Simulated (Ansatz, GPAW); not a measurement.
One calculation of Mo, 3 ways

```
Mo
1.0
    -1.58381    1.58381    1.58381
     1.58381   -1.58381    1.58381
     1.58381    1.58381   -1.58381
Mo
1
Direct
  0.00000 0.00000 0.00000
```

Alike in all runs: task single point; functional PBE; k mesh 12 × 12 × 12; occupations gaussian, width 0.023 eV; no spin polarisation; no spin-orbit coupling. Pressure is positive in compression and, in plane waves, holds the error of the finite cutoff, which Ansatz's Pulay term estimates and takes out.

| program and potentials | plane-wave cutoff (eV) | notes | band gap (eV) | pressure (GPa) |
| --- | --- | --- | --- | --- |
| Ansatz, Ansatz PAW | 420 | Pulay term of +0.05 GPa included | no gap | -1.92 |
| GPAW, GPAW PAW data sets (gpaw-data 1.2.1) | 600 | - | no gap | -2.29 |
| Ansatz, all-electron LAPW, scalar-relativistic | - | - | no gap | -1.93 |

None finds a gap. The pressure spans -2.29 (GPAW, GPAW PAW data sets (gpaw-data 1.2.1)) to -1.92 GPa (Ansatz, Ansatz PAW), with all-electron results at -1.93.

The functional is the same throughout but for its coding, so the spread measures potentials, basis and numerics; runs on potential files found faulty are left out.

All three runs put the crystal under slight tension, so at this lattice constant PBE favours a somewhat smaller cell. Ansatz PAW almost reproduces the all-electron pressure, which suggests that its frozen core and projectors cost little here. GPAW gives a more negative value, possibly because of its data set or residual basis error.

In terms of lattice constant, even this larger difference is minor, because molybdenum is very stiff. Its roughly half-filled d band occupies mostly bonding states and leaves the antibonding ones largely empty, giving strong cohesion and a high bulk modulus. A modest pressure therefore corresponds to only a small strain, and the three descriptions should have nearly the same equilibrium volume.

The missing gap is as expected for a transition metal whose broad, partly filled d bands overlap and hybridise with the sp states, and it is too coarse a test to distinguish the potentials. Agreement in pressure at a single volume does not establish equal bulk moduli or equal responses to shear.
